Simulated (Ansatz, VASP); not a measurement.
**One calculation of Ag, two programs**

The input INCAR:

```
SYSTEM = Ag
ALGO     = Normal         ! electronic algorithm
EDIFF    = 1E-6           ! SCF threshold, eV
ENCUT    = 520            ! plane-wave cutoff, eV
GGA      = CA             ! functional
ISIF     = 2              ! what is computed and relaxed
ISMEAR   = -1             ! smearing method
LASPH    = .True.         ! aspherical terms in the spheres
LCHARG   = .False.        ! write CHGCAR
LREAL    = .False.        ! projectors in reciprocal space
LWAVE    = .False.        ! write WAVECAR
NBANDS   = 12             ! bands
NELM     = 60             ! most SCF steps
PREC     = Accurate       ! precision mode
SIGMA    = 0.05           ! smearing width, eV
```

The input KPOINTS:

```
k-points
0
Gamma
  15 15 15
  0 0 0
```

The input POSCAR:

```
Ag
1.0
    0.0000000000      2.0431000000      2.0022380000
    2.0431000000      0.0000000000      2.0022380000
    2.0431000000      2.0431000000      0.0000000000
Ag
1
Direct
    0.0000000000      0.0000000000      0.0000000000
```

Input for Ansatz:

```yaml
crystal:
  lattice:
    - [0.0, 2.0431, 2.002238]
    - [2.0431, 0.0, 2.002238]
    - [2.0431, 2.0431, 0.0]
  atoms:
    - { symbol: Ag, position: [0.0, 0.0, 0.0] }
kpoints:
  mp_grid: { grid: [15, 15, 15] }
  band_path:
    path:
      - [0.0, 0.0, 0.0]
      - [0.0, 0.5, 0.5]
      - [0.25, 0.75, 0.5]
      - [0.0, 0.5, 0.0]
      - [0.0, 0.0, 0.0]
      - [0.5, 0.5, 0.0]
      - [0.3801541025, 0.6198458975, 0.0]
      - [-0.3801541025, 0.3801541025, 0.0]
      - [0.0, 0.0, 0.0]
    npoints: 5
scf:
  occupations: { method: fermi_dirac, width: 0.05 }
hamiltonian:
  xc: lda
  pseudopotentials: { kind: all_electron, lapw: { basis_error: 0.001 } }
output:
  forces: true
  stress: true
  eigenvalues: true
```

Change from the starting cell: zz strain of -2 %.

Alike in both runs: task single point; functional LDA; k mesh 15 × 15 × 15; occupations fermi-dirac, width 0.05 eV; no spin polarisation.

```csv
,VASP,Ansatz
version,VASP 6.6.1,Ansatz 0.2.0
potentials or method,"VASP PAW LDA potentials, release 64 (Ag)","all-electron LAPW, scalar-relativistic"
plane-wave cutoff (eV),520,see its input
```

|  | VASP | Ansatz | Ansatz less VASP |
| --- | --- | --- | --- |
| pressure (GPa) | -5.2 | -5.4 | -0.15 |
| largest component of the traceless stress (GPa) | 0.06 | 0.07 | +0.009 |

Ansatz ran all-electron here, so the differences hold the error of VASP's frozen core and of both bases.
